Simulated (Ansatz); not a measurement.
Runs of Ansatz 0.2.0 on Ir. The structure is hexagonal, space group P6_3/mmc (No. 194). Conventional cell: a = 2.751 Å, b = 2.751 Å, c = 4.462 Å, α = 90.00°, β = 90.00°, γ = 120.00°. Around Ir (site symmetry -6m2) lie 12 Ir at 2.74 to 2.75 Å. This isn't the form of Ir at room conditions, which is fcc.

| task | level | cell | k mesh | smearing | atoms under strain | gap on the mesh (eV) | pressure (GPa) | relaxed volume (Å³/atom) |
| --- | --- | --- | --- | --- | --- | --- | --- | --- |
| elastic constants | PBE | as given | 8 × 8 × 5 | fermi-dirac 0.05 eV | relaxed | none | -0.5 | - |
| relaxation of cell and atoms | PBEsol+D3(BJ) | relaxed | 11 × 11 × 6 | fermi-dirac 0.05 eV | - | none | 0.0 | (a) |
| relaxation of cell and atoms | PBE+D4 | relaxed | 11 × 11 × 6 | fermi-dirac 0.05 eV | - | none | 0.0 | 14.20 |
| single point | PBE | as given | 11 × 11 × 6 | gaussian 0.026 eV | - | none | -1.4 | - |
| single point | PBE | as given | 11 × 11 × 6 | gaussian 0.025 eV | - | none | -1.4 | - |
| relaxation of cell and atoms | PBE+D3(BJ) | relaxed | 11 × 11 × 6 | fermi-dirac 0.05 eV | - | none | 0.0 | 14.23 |
| phonons | PBEsol | as given | 8 × 8 × 5 | fermi-dirac 0.05 eV | - | none | - | - |

Alike in all rows: potentials or basis Ansatz PAW; no spin polarisation; cutoff (eV) 420.

Fill in the values left out.

(a) 13.82.

Caveats: the plane-wave basis is chosen anew once the cell has moved, so the energies of steps on either side of that aren't comparable (some runs); pairwise dispersion overbinds metals, which lowers pressure and volume (some runs); the PAW data sets come from PBE, with cores solved anew for the run's functional, which leaves a small shift of forces and pressure (some runs); elastic constants of metals need much finer meshes, so these are rough (some runs).

A k mesh can miss the band edges, and the runs leave out spin-orbit coupling on Ir.

A gap of «none» marks a metal or a gap under the smearing width.
